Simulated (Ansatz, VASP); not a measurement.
Al in VASP and in Ansatz

Contents of INCAR:

```
PREC = Accurate
ENCUT = 520
EDIFF = 1E-7
ISMEAR = 0
SIGMA = 0.1
LREAL = False
LASPH = True
NELM = 100
ALGO = Fast
ISIF = 2
LWAVE = False
LCHARG = False
GGA = PE
NBANDS = 8
```

The input KPOINTS:

```
Automatic mesh
0
Gamma
  8 8 8
```

POSCAR

```
Al
1.0
   -1.5022333619      1.5022333619      2.4206947418
    1.5022333619     -1.5022333619      2.4206947418
    1.5022333619      1.5022333619     -2.4206947418
Al
1
Direct
    0.0000000000      0.0000000000      0.0000000000
```

Input for Ansatz:

```yaml
crystal:
  lattice:
    - [-1.5022333619, 1.5022333619, 2.4206947418]
    - [1.5022333619, -1.5022333619, 2.4206947418]
    - [1.5022333619, 1.5022333619, -2.4206947418]
  atoms:
    - { symbol: Al, position: [0.0, 0.0, 0.0] }
basis:
  ecutwfc: 420
kpoints:
  mp_grid: { grid: [8, 8, 8] }
hamiltonian:
  xc: pbe
scf:
  occupations: { method: gaussian, width: 0.1 }
output:
  forces: true
  stress: true
  eigenvalues: true
```

Alike in both runs: task single point; functional PBE; k mesh 8 × 8 × 8; occupations gaussian, width 0.1 eV; no spin polarisation.

```csv
,VASP,Ansatz
version,VASP 6.6.1,Ansatz 0.2.0
potentials or method,"VASP PAW PBE potentials, release 64 (Al)","scalar-relativistic, plane waves, PAW"
plane-wave cutoff (eV),520,420
valence electrons in the cell,3,3
```

```csv
,VASP,Ansatz,Ansatz less VASP
gap on the k mesh at the Fermi level (eV),none,none,-
pressure (GPa),-10.3,-10.3,+0.01
largest component of the traceless stress (GPa),1.72,1.71,-0.006
```

A gap of «none» marks a metal or a gap that the smearing closes. The functional is the same, so the differences come from potentials, cutoffs and numerics.

Caveats: the k mesh is coarse (spacing up to 0.37 Å⁻¹), so the values aren't converged.
